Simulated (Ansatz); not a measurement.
# ZnO (Fm-3m) at 2 levels of theory

One geometry, relaxed with PBE; plane waves with PAW potentials in Ansatz, scalar-relativistic. No spin polarisation. Gaps are the least over mesh and band path; pressure is positive in compression.

```
Zn O
1.0
     0.00000    2.16488    2.16488
     2.16488    0.00000    2.16488
     2.16488    2.16488    0.00000
Zn O
1 1
Cartesian
  2.1649 2.1649 2.1649
  0.0000 0.0000 0.0000
```

```tsv
level	cutoff (eV)	k mesh	gap (eV)	pressure (GPa)
PBE	420	12×12×12	0.75	0.0
```

Problem. What comes out on the same cell with r2SCAN?

Solution.
```json
{"level": "r2SCAN", "cutoff (eV)": "500", "k mesh": "12×12×12", "gap (eV)": "1.36", "pressure (GPa)": "-7.6"}
```

The cell was relaxed from a distorted copy of a database structure.
